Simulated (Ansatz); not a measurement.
**BN, one cell by several methods**

```
CELL_PARAMETERS angstrom
0.00000 1.80750 1.80750
1.80750 0.00000 1.80750
1.80750 1.80750 0.00000
ATOMIC_POSITIONS crystal
B 0.00000 0.00000 0.00000
N 0.75000 0.75000 0.75000
```

Atoms are numbered in the order listed.

Conventional cell: a = 3.615 Å, b = 3.615 Å, c = 3.615 Å, α = 90.00°, β = 90.00°, γ = 90.00°. Around B (atom 1) lie 4 N at 1.57 Å. N (atom 2) has 4 B at 1.57 Å as nearest neighbours.

The cell comes from COD entry 9008834, which wasn't checked; take it as a given geometry.

All numbers are computed: DFT, PBEsol, PAW with Ansatz's default frozen-core files, scalar-relativistic (Ansatz 0.2.0); DFT, PBEsol, all-electron PAW with datasets made for the crystal, scalar-relativistic (Ansatz 0.2.0); DFT, PBEsol, all-electron LAPW, scalar-relativistic (Ansatz 0.2.0).

For PAW: a Γ-centred 13×13×13 k mesh, Fermi–Dirac smearing of 0.03 eV, cutoff 420 eV, no spin polarisation; the PAW files were made with PBE, and the program remakes their frozen cores for this functional. The crystal-made all-electron datasets (AE datasets) take a cutoff of 520 eV at this cell. LAPW targets a basis error of 1 meV/atom. The Ansatz runs share mesh, smearing and spin set-up. Plane-wave (PAW) pressures include the program's estimate of the Pulay term.

Stress and pressure are positive in compression.

Levels count from the top of the valence band.

```
                      quantity     PAW  AE datasets    LAPW
                pressure (GPa)   -2.95        -2.93   -2.93
                 band gap (eV)   4.290        4.285   4.285
highest filled level at L (eV)  -1.949       -1.948  -1.948
  lowest empty level at L (eV)  10.083       10.092  10.092
highest filled level at Γ (eV)   0.000        0.000   0.000
  lowest empty level at Γ (eV)   8.770        8.765   8.765
highest filled level at X (eV)  -4.938       -4.937  -4.937
  lowest empty level at X (eV)   4.290        4.285   4.285
```

PAW's pressure differs from the LAPW value by -0.02 GPa.
